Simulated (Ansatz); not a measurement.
Crystal: NiO.

```xyz
2
Lattice="0.0000 2.0859 2.0859 2.0859 0.0000 2.0859 2.0859 2.0859 0.0000" Properties=species:S:1:pos:R:3 pbc="T T T"
Ni    0.0000    0.0000    0.0000
O     2.0859    2.0859    2.0859
```

Base run:

* Program: Ansatz 0.2.0
* Functional: PBEsol
* Potentials or basis: all-electron PAW datasets made for the crystal
* Cutoff: 420 eV (chosen from the basis error)
* k mesh: 11 × 11 × 11
* Occupations: fermi-dirac, width 0.05 eV
* Spin: collinear spin, ferromagnetic start
* Starting moments: [1.0, 0.0] μB

Its results: pressure -6.8 GPa; net moment 1.48 μB per cell; site moments Ni +1.20; O +0.23 μB.

Task: The run is repeated on the same cell with these changes: potentials or basis from all-electron PAW datasets made for the crystal to all-electron LAPW, non-relativistic; cutoff from 420 eV (chosen from the basis error) to 378 eV (chosen from the basis error). What comes out?

Result: Pressure -5.8 GPa; net moment 1.41 μB per cell; site moments Ni +1.18; O +0.22 μB.

Caveats: a cell with one magnetic atom can't hold antiferromagnetic order, which such compounds often take.

The runs don't all hold the same shells in valence.
